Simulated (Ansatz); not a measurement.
Input and output for TiO2 (fluorite type): DFT, PBE, norm-conserving pseudopotentials, Ansatz's default files, scalar-relativistic (Ansatz 0.2.0). This run: the series' base cell.

The cell comes from a relaxation on PAW files under the same functional, begun from a prototype that needn't be the stable phase.

Command: `ansatz run input.yaml --threads 1 --pin off --max-ram 3072MiB --backend cpu --events-out ev --progress --plain --runs-dir out` It took 4.1 s on 1 thread of Intel(R) Xeon(R) 6975P-C (Granite Rapids), with other jobs on the host, peak memory 0.38 GiB.

```yaml
crystal:
  lattice:
    - [0.0, 2.414994261, 2.414994261]
    - [2.414994261, 0.0, 2.414994261]
    - [2.414994261, 2.414994261, 0.0]
  atoms:
    - { symbol: Ti, position: [0.0, 0.0, 0.0] }
    - { symbol: O, position: [0.25, 0.25, 0.25] }
    - { symbol: O, position: [0.75, 0.75, 0.75] }
kpoints:
  mp_grid: { grid: [12, 12, 12] }
scf:
  occupations: { method: fermi_dirac, width: 0.1 }
hamiltonian:
  xc: pbe
  pseudopotentials: { kind: nc }
output:
  forces: true
  stress: true
  eigenvalues: true
```

Output:

```
Engine: ansatz 0.2.0
Pseudopotentials: kind: nc
Pseudopotential: Ti, nc, valence charge 12, recommended cutoff 1155 eV (normal), Ti.nc.azcp
Pseudopotential: O, nc, valence charge 6, recommended cutoff 1240 eV (normal), O.nc.azcp
Functional definition: PBE
  parameter kappa = 0.804
  parameter beta = 0.06672455060314922
  exchange = pbe_x(kappa = kappa, mu = beta*pi^2/3)
  correlation = pbe_c(beta = beta)
Crystal: 3 atoms, lattice volume = 28.169 Å³
Basis set: ecut = 1240 eV, 2741 PW (Γ), exchange–correlation on 80×80×80 points (8 copies of the dense FFT grid, shifted against one another)
Bands: 16, of which v1, the nominal top of the filled ones, is band 12 counted from 1 (11 counted from 0)
Symmetry: 48 space group operations
Space group: Fm-3m (ITA 225), of the structure as read, at distance tolerance 3.0e-5 Å
k-points: 72 of 1728
Non-local potential: Ti, projectors of the file, l = 0: 2, l = 1: 2, l = 2: 2
Non-local potential: O, projectors of the file, l = 0: 2, l = 1: 2, l = 2: 1
Initial density: superposition of atomic densities (chi_scale 0.1, normalization cell, long waves kept (reshape's long-wave potential 0.00 eV rms))
Initial wavefunctions: pseudopotential atomic-orbital guess
Functional: x = pbe(κ = 0.804, μ = 0.2195149727645171), c = pbe(β = 0.06672455060314922)
SCF iter   1: F=—  HF=-2550.335336 eV  |F-HF|=—  |Δ(HF+E_count)|=         —  Δρ=7.45e-2  dr2=1.43e0  ethr=3.10e-3  ⟨swp⟩=5.6  Hψ=5994  notcnv=0
preconditioner: auto → none  [insulator: Δε(μ)=1.786 eV  Ē_g=10.162 eV  σ=0.100 eV  W_gap=1.00  n_scr=14 (ndim 8)  ℏωp=28.0 eV  f_vac=0.000  D(μ)=0.00/eV (n_scr^D=0)  ε∞_Penn≈8.6]
SCF iter   2: F=—  HF=-2550.551495 eV  |F-HF|=—  |Δ(HF+E_count)|=   2.16e-1  Δρ=1.21e-1  dr2=3.57e0  ethr=3.10e-3  ⟨swp⟩=3.1  Hψ=2886  notcnv=0  recentre
SCF iter   3: F=—  HF=-2550.173995 eV  |F-HF|=—  |Δ(HF+E_count)|=   3.78e-1  Δρ=4.31e-2  dr2=4.94e-1  ethr=3.10e-3  ⟨swp⟩=3.2  Hψ=2549  notcnv=0  defer=1
SCF iter   4: F=—  HF=-2550.123531 eV  |F-HF|=—  |Δ(HF+E_count)|=   5.05e-2  Δρ=9.55e-3  dr2=1.45e-2  ethr=2.06e-3  ⟨swp⟩=2.2  Hψ=1935  notcnv=0
SCF iter   5: F=—  HF=-2550.126328 eV  |F-HF|=—  |Δ(HF+E_count)|=   2.80e-3  Δρ=4.31e-3  dr2=4.72e-3  ethr=6.05e-5  ⟨swp⟩=3.2  Hψ=2476  notcnv=0
SCF iter   6: F=—  HF=-2550.125669 eV  |F-HF|=—  |Δ(HF+E_count)|=   6.59e-4  Δρ=1.37e-3  dr2=5.24e-4  ethr=1.97e-5  ⟨swp⟩=1.7  Hψ=1248  notcnv=0
SCF iter   7: F=—  HF=-2550.125641 eV  |F-HF|=—  |Δ(HF+E_count)|=   2.77e-5  Δρ=3.44e-4  dr2=3.32e-5  ethr=2.18e-6  ⟨swp⟩=2.8  Hψ=1881  notcnv=0
SCF iter   8: F=—  HF=-2550.125636 eV  |F-HF|=—  |Δ(HF+E_count)|=   5.58e-6  Δρ=1.42e-4  dr2=5.83e-6  ethr=1.38e-7  ⟨swp⟩=1.9  Hψ=1394  notcnv=0
SCF iter   9: F=—  HF=-2550.125635 eV  |F-HF|=—  |Δ(HF+E_count)|=   8.15e-7  Δρ=2.79e-5  dr2=2.30e-7  ethr=2.43e-8  ⟨swp⟩=2.4  Hψ=1509  notcnv=0
SCF iter  10: F=-2550.125635 eV  HF=-2550.125635 eV  |F-HF|=1.76e-9  |Δ(HF+E_count)|=   1.82e-8  Δρ=2.84e-6  dr2=2.05e-9  ethr=4.17e-10  ⟨swp⟩=7.6  Hψ=5859  notcnv=0
SCF 1 converged in 10 iterations: F = -2550.125635 eV  dr2 = 2.05e-9
SCF converged after 10 iterations
Free energy (F): -2550.125635 eV
Harris-Foulkes:  -2550.125635 eV  (|F-HF|=1.76e-9)
Internal energy: -2550.125417 eV  (E = F + TS)
E sigma→0 (E₀):  -2550.125526 eV
Entropy (-TS):   -0.000218 eV (-0.073 meV/atom)
Fermi energy:    12.342472 eV
--- Per-component energies (eV) ---
  E_band       = -147.963932
  E_kinetic    = 1265.402839
  E_local      = -1739.818010  (includes V_loc(G=0)·N_el)
  E_nonlocal   = -141.580543
  E_hartree    = 496.907655
  E_xc         = -493.567110
  E_vxc        = -525.783512  (∫ρ·V_xc dr)
  E_ewald      = -1937.470248
  E_smearing   = -0.000218  (= −TS)
  E_closure    = -0.000000  (closes the sum)
  Σ components = -2550.125635   (vs F -2550.125635, Δ=0.00e0)
--- Forces (eV/Å), atoms counted from 1 ---
  atom   1  Ti    -0.00000000     0.00000000    -0.00000000
  atom   2  O      0.00000000    -0.00000000    -0.00000000
  atom   3  O      0.00000000     0.00000000     0.00000000
  max |Σ_I F_I| component: 3.70e-17 eV/Å
--- Stress (GPa, compression-positive) ---
       -0.097163      -0.000000      -0.000000
       -0.000000      -0.097163       0.000000
        0.000000      -0.000000      -0.097163
  P = ⅓ Tr σ = -0.0972 GPa (-0.972 kbar)
--- Band table (eV; the first three rows and the last of 72) ---
  k-point 0: bands = ["-45.9594", "-22.0551", "-22.0551", "-22.0551", "-7.7222", "-4.0161", "5.9489", "5.9489", "5.9489", "10.9620", "10.9620", "10.9620", "12.9429", "12.9429", "17.0653", "17.0653"]
  k-point 1: bands = ["-45.9581", "-22.0711", "-22.0570", "-22.0570", "-7.6411", "-4.1121", "6.0126", "6.0126", "6.1311", "10.7631", "10.7631", "10.7657", "13.0982", "13.0982", "16.8674", "16.9997"]
  k-point 2: bands = ["-45.9543", "-22.1144", "-22.0622", "-22.0622", "-7.4124", "-4.3658", "6.1920", "6.1920", "6.6205", "10.2743", "10.3419", "10.3419", "13.3728", "13.3728", "16.3177", "16.8461"]
  k-point 71: bands = ["-45.9318", "-22.2110", "-22.2110", "-22.1254", "-5.6725", "-5.6725", "5.7416", "6.0376", "8.5376", "8.5376", "9.8888", "11.5800", "13.6549", "13.9818", "15.0064", "15.0064"]
```

Next run (volume at 0.94 of the series' base cell), as changes to the input before:

```diff
   lattice:
-    - [0.0, 2.414994261, 2.414994261]
-    - [2.414994261, 0.0, 2.414994261]
-    - [2.414994261, 2.414994261, 0.0]
+    - [0.0, 2.3656948307, 2.3656948307]
+    - [2.3656948307, 0.0, 2.3656948307]
+    - [2.3656948307, 2.3656948307, 0.0]
   atoms:
```

Results part of the output:

```
SCF 1 converged in 8 iterations: F = -2550.038936 eV  dr2 = 6.83e-8
SCF converged after 8 iterations
Free energy (F): -2550.038936 eV
Harris-Foulkes:  -2550.038936 eV  (|F-HF|=6.20e-8)
Internal energy: -2550.038800 eV  (E = F + TS)
E sigma→0 (E₀):  -2550.038868 eV
Entropy (-TS):   -0.000136 eV (-0.045 meV/atom)
Fermi energy:    13.491937 eV
--- Per-component energies (eV) ---
  E_band       = -124.215557
  E_kinetic    = 1272.638200
  E_local      = -1687.241675  (includes V_loc(G=0)·N_el)
  E_nonlocal   = -142.927039
  E_hartree    = 480.862191
  E_xc         = -495.524701
  E_vxc        = -528.411852  (∫ρ·V_xc dr)
  E_ewald      = -1977.845776
  E_smearing   = -0.000136  (= −TS)
  E_closure    = 0.000000  (closes the sum)
  Σ components = -2550.038936   (vs F -2550.038936, Δ=0.00e0)
--- Forces (eV/Å), atoms counted from 1 ---
  atom   1  Ti    -0.00000000     0.00000000    -0.00000000
  atom   2  O      0.00000000     0.00000000     0.00000000
  atom   3  O      0.00000000     0.00000000     0.00000000
  max |Σ_I F_I| component: 5.55e-17 eV/Å
--- Stress (GPa, compression-positive) ---
       17.456029      -0.000000       0.000000
        0.000000      17.456029      -0.000000
        0.000000       0.000000      17.456029
  P = ⅓ Tr σ = 17.4560 GPa (174.560 kbar)
--- Band table (eV; the first three rows and the last of 72) ---
  k-point 0: bands = ["-44.7163", "-20.8189", "-20.8189", "-20.8189", "-7.0635", "-2.9707", "6.6192", "6.6192", "6.6192", "12.0187", "12.0187", "12.0187", "14.1056", "14.1056", "18.6384", "18.6384"]
  k-point 1: bands = ["-44.7143", "-20.8403", "-20.8213", "-20.8213", "-6.9718", "-3.0836", "6.6880", "6.6880", "6.8261", "11.7986", "11.7986", "11.8195", "14.2834", "14.2834", "18.4177", "18.5646"]
  k-point 2: bands = ["-44.7091", "-20.8983", "-20.8281", "-20.8281", "-6.7145", "-3.3773", "6.8812", "6.8812", "7.3767", "11.3178", "11.3403", "11.3403", "14.5957", "14.5957", "17.8114", "18.3918"]
  k-point 71: bands = ["-44.6777", "-21.0260", "-21.0260", "-20.9115", "-4.7916", "-4.7916", "6.4337", "6.7924", "9.4353", "9.4353", "10.8660", "12.6668", "14.9133", "15.2703", "16.4542", "16.4542"]
```

Next run (volume at 0.62 of the series' base cell), as changes to the input before:

```diff
   lattice:
-    - [0.0, 2.3656948307, 2.3656948307]
-    - [2.3656948307, 0.0, 2.3656948307]
-    - [2.3656948307, 2.3656948307, 0.0]
+    - [0.0, 2.0592701908, 2.0592701908]
+    - [2.0592701908, 0.0, 2.0592701908]
+    - [2.0592701908, 2.0592701908, 0.0]
   atoms:
```

Results part of the output:

```
SCF 1 converged in 8 iterations: F = -2543.010613 eV  dr2 = 2.03e-8
SCF converged after 8 iterations
Free energy (F): -2543.010613 eV
Harris-Foulkes:  -2543.010613 eV  (|F-HF|=1.83e-8)
Internal energy: -2543.010583 eV  (E = F + TS)
E sigma→0 (E₀):  -2543.010598 eV
Entropy (-TS):   -0.000030 eV (-0.010 meV/atom)
Fermi energy:    22.791431 eV
--- Per-component energies (eV) ---
  E_band       = 71.134102
  E_kinetic    = 1346.641356
  E_local      = -1329.019457  (includes V_loc(G=0)·N_el)
  E_nonlocal   = -156.404406
  E_hartree    = 380.632510
  E_xc         = -512.706329
  E_vxc        = -551.350006  (∫ρ·V_xc dr)
  E_ewald      = -2272.154256
  E_smearing   = -0.000030  (= −TS)
  E_closure    = 0.000000  (closes the sum)
  Σ components = -2543.010613   (vs F -2543.010613, Δ=0.00e0)
--- Forces (eV/Å), atoms counted from 1 ---
  atom   1  Ti    -0.00000000     0.00000000     0.00000000
  atom   2  O     -0.00000000    -0.00000000     0.00000000
  atom   3  O     -0.00000000    -0.00000000    -0.00000000
  max |Σ_I F_I| component: 1.57e-16 eV/Å
--- Stress (GPa, compression-positive) ---
      320.310252       0.000000       0.000000
        0.000000     320.310252       0.000000
       -0.000000       0.000000     320.310252
  P = ⅓ Tr σ = 320.3103 GPa (3203.103 kbar)
--- Band table (eV; the first three rows and the last of 72) ---
  k-point 0: bands = ["-34.9538", "-10.9378", "-10.9378", "-10.9378", "-1.1407", "5.8675", "12.0811", "12.0811", "12.0811", "20.8114", "20.8114", "20.8114", "23.3627", "23.3627", "31.8018", "31.8018"]
  k-point 1: bands = ["-34.9386", "-11.0777", "-10.9514", "-10.9514", "-0.9165", "5.5060", "12.1975", "12.1975", "12.6223", "20.3583", "20.3583", "20.6103", "23.8168", "23.8168", "31.3214", "31.6372"]
  k-point 2: bands = ["-34.8969", "-11.4372", "-10.9883", "-10.9883", "-0.3351", "4.7598", "12.5170", "12.5170", "13.8759", "19.5670", "19.5670", "20.0958", "24.5548", "24.5548", "30.0895", "31.2566"]
  k-point 71: bands = ["-34.6454", "-12.1277", "-12.1277", "-11.4656", "3.0358", "3.0358", "12.4903", "13.3353", "17.1201", "17.1201", "18.9226", "21.6856", "25.1922", "25.9176", "28.6217", "28.6217"]
```

The norm-conserving files are those that the library serves for this functional.
